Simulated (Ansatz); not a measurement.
# BP: a tetragonal deformation path

An exercise on one series of results from a longer session: the logs are not shown, and one member is left open.

Method: DFT r2SCAN, scalar-relativistic, plane waves, PAW, in Ansatz 0.2.0.

### The starting structure

Symmetry: F-43m, No. 216, cubic system. The conventional cell has a = 4.538 Å, b = 4.538 Å, c = 4.538 Å, α = 90.00°, β = 90.00°, γ = 90.00°. B (site symmetry -43m) is surrounded by 4 P at 1.97 Å. P (site symmetry -43m) is surrounded by 4 B at 1.97 Å.

Coordinates:

```
B P
1.0
     0.00000    2.26900    2.26900
     2.26900    0.00000    2.26900
     2.26900    2.26900    0.00000
B P
1 1
Direct
  0.00000 0.00000 0.00000
  0.75000 0.75000 0.75000
```

The cell is taken as given, not relaxed at this level.

The first run:

Contents of input.yaml:

```yaml
crystal:
  lattice:
    - [0.0, 2.269, 2.269]
    - [2.269, 0.0, 2.269]
    - [2.269, 2.269, 0.0]
  atoms:
    - { symbol: B, position: [0.0, 0.0, 0.0] }
    - { symbol: P, position: [0.75, 0.75, 0.75] }
basis:
  ecutwfc: 500
kpoints:
  mp_grid: { grid: [12, 12, 12] }
hamiltonian:
  xc: r2scan
scf:
  occupations: { method: gaussian, width: 0.05 }
output:
  forces: true
  stress: true
  eigenvalues: true
  write_density: true
  write_potential: true
  elf: true
  volumetric_format: npy
```

Launch:

```
$ ansatz run input.yaml --threads 1 --pin off --max-ram 2560MiB --backend cpu --events-out ev --progress --plain --runs-dir out
```

Steps of the session up to this table: The undisturbed cell; At ρ = 0.707; ρ = 1.414; Point ρ = 0.850; ρ = 1.200; ρ = 0.780; At ρ = 1.300; At ρ = 0.920; At ρ = 1.100; At ρ = 0.650; Point ρ = 1.500; At ρ = 0.960; ρ = 1.050.

One of the session's tables, all rows but one given; the rest of the session is left out.

Collected from the runs (energy zero: the undisturbed cell):

| ρ | ΔE (meV/atom) | pressure (GPa) | gap on the mesh (eV) |
| --- | --- | --- | --- |
| 0.650 | 733.3 | -6.5 | 0.00 |
| 0.707 | 539.2 | -4.2 | 0.00 |
| 0.780 | 321.7 | -1.9 | 0.00 |
| 0.850 | 156.0 | -0.7 | 0.00 |
| 0.920 | 45.0 | -0.3 | 0.14 |
| 0.960 | ? | ? | ? |
| 1.000 | 0.0 | -0.2 | 1.41 |
| 1.050 | 17.4 | -0.2 | 1.03 |
| 1.100 | 68.8 | -0.2 | 0.65 |
| 1.200 | 268.4 | -0.2 | 0.00 |
| 1.300 | 579.5 | -0.3 | 0.00 |
| 1.414 | 993.3 | -1.4 | 0.00 |
| 1.500 | 1259.1 | -3.9 | 0.00 |

**Question.** Estimate the row for ρ = 0.960.

Worked estimate for «ΔE (meV/atom)». A straight line through the neighbours (0.920, 45.0) and (1.000, 0.0) gives 45.0 + (0.0 − 45.0) × (0.960 − 0.920) / (1.000 − 0.920) = 22.5; a parabola fitted to 4 rows on both sides gives 11.5.

**Answer.** ΔE (meV/atom): 11.2; pressure (GPa): -0.2; gap on the mesh (eV): 0.78. In «ΔE (meV/atom)» the line misses by +11.3 and the parabola by +0.3.

Where the gap reads zero, the mesh chosen for the insulator is on the coarse side.
